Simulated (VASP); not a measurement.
**VASP inputs for GaAs (strained zincblende)**

INCAR

```
IBRION = -1
PREC = Accurate
NELM = 120
NSW = 0
GGA = PE
ISMEAR = -1
SIGMA = 0.02
LASPH = .TRUE.
LELF = .TRUE.
ISIF = 2
LREAL = .FALSE.
ENCUT = 520
LWAVE = .FALSE.
NBANDS = 16
EDIFF = 1E-7
LCHARG = .TRUE.
```

KPOINTS

```
KPOINTS created by Atomic Simulation Environment
0
Gamma
8 8 8
0 0 0
```

KPOINTS_OPT

```
special points
7
Reciprocal
0.0000000000 0.0000000000 0.0000000000 1
-0.5000000000 -0.5000000000 0.0000000000 1
-0.3750000000 -0.3750000000 0.2500000000 1
-0.3750000000 0.0000000000 0.3750000000 1
0.0000000000 0.0000000000 0.5000000000 1
-0.5000000000 -0.2500000000 0.2500000000 1
-0.0119630000 0.0000000000 -0.0119630000 1
```

POSCAR

```
Ga As
 1.0000000000000000
     0.0000000000000000    2.9464084992999999    2.7338352897000000
     2.9464084992999999    0.0000000000000000    2.7338352897000000
     2.9464084992999999    2.9464084992999999    0.0000000000000000
 Ga  As
   1   1
Cartesian
  0.0000000000000000  0.0000000000000000  0.0000000000000000
  1.4732042496500000  1.4732042496500000  1.3669176448499998
```

VASP ran with the recommended PBE PAW datasets (18 valence electrons in the cell).

Q: Predict the results.

A: gap between bands v and c 0.00 eV; least direct gap 0.00 eV; pressure 0.1 GPa.

Band v is the last that the valence electrons fill when counted band by band, and c is the next. Levels in eV from the top of v:

| point | v−1 | v | c | c+1 |
| --- | --- | --- | --- | --- |
| Γ | -0.36 | -0.12 | 0.01 | 3.38 |
| X | -3.04 | -3.04 | 1.00 | 1.06 |
| K | -3.83 | -2.17 | 1.95 | 4.56 |
| L | -1.57 | -1.03 | 0.56 | 4.15 |
| W | -3.51 | -3.32 | 3.82 | 4.10 |
